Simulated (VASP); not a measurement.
# LiCl: molecular dynamics with a thermostat

LiCl, Fm-3m (no. 225), 8 atoms in the cell. PBE, molecular dynamics; PAW potentials Cl, Li (PBE set).

Ensemble: NVT; Target temperature (K): 1000.

## Input

INCAR:
```
SYSTEM = LiCl
GGA = PE
PREC = Normal
ENCUT = 260
EDIFF = 1E-5
NELMIN = 4
NELM = 60
ALGO = Normal
LREAL = Auto
LASPH = .True.
ISMEAR = 0
SIGMA = 0.05
ISYM = 0
LWAVE = .False.
LCHARG = .False.
IBRION = 0
NSW = 80
POTIM = 1.0
TEBEG = 1000
TEEND = 1000
ISIF = 2
MDALGO = 1
ANDERSEN_PROB = 0.05
RANDOM_SEED = 216390 0 0
KPAR = 2
```

KPOINTS:
```
k-points
0
Monkhorst-Pack
  2 2 2
```

POSCAR:
```
LiCl
1.0
    5.1295400000      0.0000000000      0.0000000000
    0.0000000000      5.1295400000      0.0000000000
    0.0000000000      0.0000000000      5.1295400000
Cl Li
4 4
Direct
    0.5000000000      0.0000000000      0.0000000000
    0.5000000000      0.5000000000      0.5000000000
    0.0000000000      0.0000000000      0.5000000000
    0.0000000000      0.5000000000      0.0000000000
    0.0000000000      0.0000000000      0.0000000000
    0.0000000000      0.5000000000      0.5000000000
    0.5000000000      0.0000000000      0.5000000000
    0.5000000000      0.5000000000      0.0000000000
```

Commands:
```
cat potpaw_PBE.64/Cl/POTCAR potpaw_PBE.64/Li/POTCAR > POTCAR
mpirun -np 2 vasp_std > vasp.out
```

## Result

- Mean temperature (K): 670
- Rise of the mean potential energy above the start (meV/atom): 78.1
- Electronic steps per ionic step after the first: 4.2

Course of the run:

| Time (fs) | Temperature (K) | Potential energy less the first (meV/atom) |
|---|---|---|
| 1 | 1000 | 0.0 |
| 7 | 883 | 4.2 |
| 13 | 898 | 18.6 |
| 19 | 744 | 43.7 |
| 25 | 671 | 72.2 |
| 31 | 474 | 95.2 |
| 37 | 488 | 106.7 |
| 44 | 724 | 104.2 |
| 50 | 757 | 103.4 |
| 56 | 639 | 100.4 |
| 62 | 620 | 100.2 |
| 68 | 547 | 105.9 |
| 74 | 494 | 106.0 |
| 80 | 687 | 106.6 |

REPORT:
```
MDALGO =   1
         ANDERSEN_PROB =  0.05000000
               SCALING =       0
                 CNEXP =     9.000   14.000
           RANDOM_SEED =            216390                0                0

   original number of atomic DOF:         21
   number of independent constraints:      0
   number of active DOF:                  21

========================================
         MD step No.       1
========================================

  Atomic velocities initialized by STEP_tb

  >Energies
                    E_tot             E_pot             E_kin               EPS                ES
   e_b>   -0.28576633E+02   -0.29481458E+02    0.90482507E+00    0.00000000E+00    0.00000000E+00

  >Temperature
               T_sim     T_inst
   tmprt>   1000.000   1000.000

  >Thermostat, num. of collisions:                0

           RANDOM_SEED =            216390              102                0

[... steps left out ...]

========================================
         MD step No.      80
========================================

  >Energies
                    E_tot             E_pot             E_kin               EPS                ES
   e_b>   -0.28007326E+02   -0.28628646E+02    0.62132052E+00    0.00000000E+00    0.00000000E+00

  >Temperature
               T_sim     T_inst
   tmprt>   1000.000    686.674

  >Thermostat, num. of collisions:                0

           RANDOM_SEED =            216390             5000                0
```

OSZICAR:
```
N       E                     dE             d eps       ncg     rms          rms(c)
DAV:   1     0.125913525902E+03    0.12591E+03   -0.91213E+03   184   0.712E+02
DAV:   2    -0.200930712140E+02   -0.14601E+03   -0.14051E+03   236   0.177E+02
DAV:   3    -0.295705987534E+02   -0.94775E+01   -0.94613E+01   208   0.527E+01
DAV:   4    -0.296864019572E+02   -0.11580E+00   -0.11571E+00   198   0.681E+00
DAV:   5    -0.296885809100E+02   -0.21790E-02   -0.21789E-02   203   0.895E-01    0.574E+00
DAV:   6    -0.294455316582E+02    0.24305E+00   -0.67422E-01   178   0.371E+00    0.444E+00
DAV:   7    -0.294664652218E+02   -0.20934E-01   -0.22808E-01   208   0.232E+00    0.195E+00
DAV:   8    -0.294804820328E+02   -0.14017E-01   -0.17223E-02   178   0.851E-01    0.110E-01
DAV:   9    -0.294811400571E+02   -0.65802E-03   -0.34576E-04   208   0.118E-01    0.599E-02
DAV:  10    -0.294814588901E+02   -0.31883E-03   -0.36329E-04   193   0.132E-01    0.134E-02
DAV:  11    -0.294814577897E+02    0.11004E-05   -0.84469E-06   119   0.140E-02
      1 T=  1000. E= -.28576633E+02 F= -.29481458E+02 E0= -.29481458E+02  EK= 0.90483E+00 SP= 0.00E+00 SK= 0.00E+00
[... left out ...]
     77 T=   507. E= -.28162503E+02 F= -.28621390E+02 E0= -.28621390E+02  EK= 0.45889E+00 SP= 0.00E+00 SK= 0.00E+00
     79 T=   681. E= -.28007313E+02 F= -.28623543E+02 E0= -.28623543E+02  EK= 0.61623E+00 SP= 0.00E+00 SK= 0.00E+00
[... last step whole ...]
       N       E                     dE             d eps       ncg     rms          rms(c)
DAV:   1    -0.286286019972E+02   -0.50597E-02   -0.61557E-04   178   0.647E-01    0.482E-02
DAV:   2    -0.286286512890E+02   -0.49292E-04   -0.54070E-04   188   0.117E-01    0.184E-02
DAV:   3    -0.286286478479E+02    0.34412E-05   -0.85154E-06   144   0.223E-02    0.120E-02
DAV:   4    -0.286286461320E+02    0.17159E-05   -0.67007E-06   114   0.153E-02
     80 T=   687. E= -.28007326E+02 F= -.28628646E+02 E0= -.28628646E+02  EK= 0.62132E+00 SP= 0.00E+00 SK= 0.00E+00
```

Limits: 80 fs of 8 atoms are too short for converged averages; the cell is only 5.1 Å across, so each atom moves in step with near copies of itself.

VASP 6.6.1 took 123 s on 2 cores (Intel Xeon Platinum 8375C @ 2.90GHz (Ice Lake)), a shared host.
